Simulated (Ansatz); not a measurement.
Runs of Ansatz 0.2.0 on Be. The structure is hexagonal, space group P6_3/mmc (No. 194). The conventional cell has a = 2.285 Å, b = 2.285 Å, c = 3.584 Å, α = 90.00°, β = 90.00°, γ = 120.00°. Be (site symmetry -6m2) is surrounded by 12 Be at 2.23 to 2.29 Å. 

| task | level | potentials or basis | spin | cell | k mesh | cutoff (eV) | smearing | basis error allowed | mesh quality | gap on the mesh (eV) | pressure (GPa) | V0 of scaled cells (Å³/atom) | B0 (GPa) |
| --- | --- | --- | --- | --- | --- | --- | --- | --- | --- | --- | --- | --- | --- |
| relaxation of cell and atoms | revPBE | all-electron LAPW, scalar-relativistic | off | relaxed from: cell strained at random at fixed volume | 13 × 13 × 8 | - | methfessel-paxton 0.1 eV | 0.001 eV/atom | not flagged | - | 0.0 | - | - |
| band structure | LDA | all-electron LAPW, scalar-relativistic | off | as given | 13 × 13 × 8 | 141 | fermi-dirac 0.05 eV | 0.001 eV/atom | not flagged | - | (b) | - | - |
| single point | LDA+D4 | all-electron LAPW, scalar-relativistic | off | as given | 13 × 13 × 8 | 141 | gaussian 0.1 eV | 0.001 eV/atom | not flagged | none | -10.4 | - | - |
| band structure | PBEsol | all-electron LAPW, non-relativistic | off | as given | 13 × 13 × 8 | 140 | fermi-dirac 0.05 eV | 0.001 eV/atom | not flagged | - | -3.9 | - | - |
| single point | RPBE | all-electron LAPW, scalar-relativistic | off | as given | 13 × 13 × 8 | 140 | gaussian 0.02 eV | 0.001 eV/atom | not flagged | - | 0.2 | - | - |
| equation of state | PBE | all-electron LAPW, scalar-relativistic | off | as given | 13 × 13 × 8 | - | fermi-dirac 0.05 eV | 0.0005 eV/atom | not flagged | - | - | (c) | 123 |
| phonons | LDA | all-electron LAPW, scalar-relativistic | off | as given | 10 × 10 × 6 | 156 | gaussian 0.05 eV | 0.001 eV/atom | coarse | none | - | - | - |
| electron localisation function | r2SCAN+D3(BJ) | all-electron PAW datasets made for the crystal | collinear, ferromagnetic start | as given | - | 220 | gaussian 0.1 eV | - | not flagged | none | -6.1 | - | - |
| single point | PBE | all-electron LAPW, scalar-relativistic | off | as given | 13 × 13 × 8 | 140 | gaussian 0.1 eV | 0.001 eV/atom | not flagged | none | -2.8 | - | - |
| band structure | PBE | all-electron LAPW, scalar-relativistic | off | as given | 13 × 13 × 8 | 140 | fermi-dirac 0.05 eV | 0.001 eV/atom | not flagged | - | -2.8 | - | - |
| equation of state | PBEsol | all-electron LAPW, scalar-relativistic | off | as given | 13 × 13 × 8 | - | fermi-dirac 0.05 eV | 0.0005 eV/atom | not flagged | - | - | 7.84 | (a) |
| single point | PBE | all-electron LAPW, scalar-relativistic | off | as given | 8 × 8 × 5 | 109 | fermi-dirac 0.04 eV | 0.003 eV/atom | coarse | none | -2.9 | - | - |

**Question.** Estimate the missing entries.

**Answer.** (a) 124; (b) -8.3; (c) 7.91.

Caveats: some runs use coarse meshes; pairwise dispersion overbinds metals, which lowers pressure and volume (some runs); the cell was scaled at fixed shape and fractional positions, which overstates the stiffness of a crystal with free parameters, most of all of layers and chains (some runs); the k mesh is thin for a metal, which can move the energy by tens of meV per atom (some runs).

A k mesh can miss the band edges.

A gap of «none» marks a metal or a gap under the smearing width.

Not every run made on this cell is shown here.
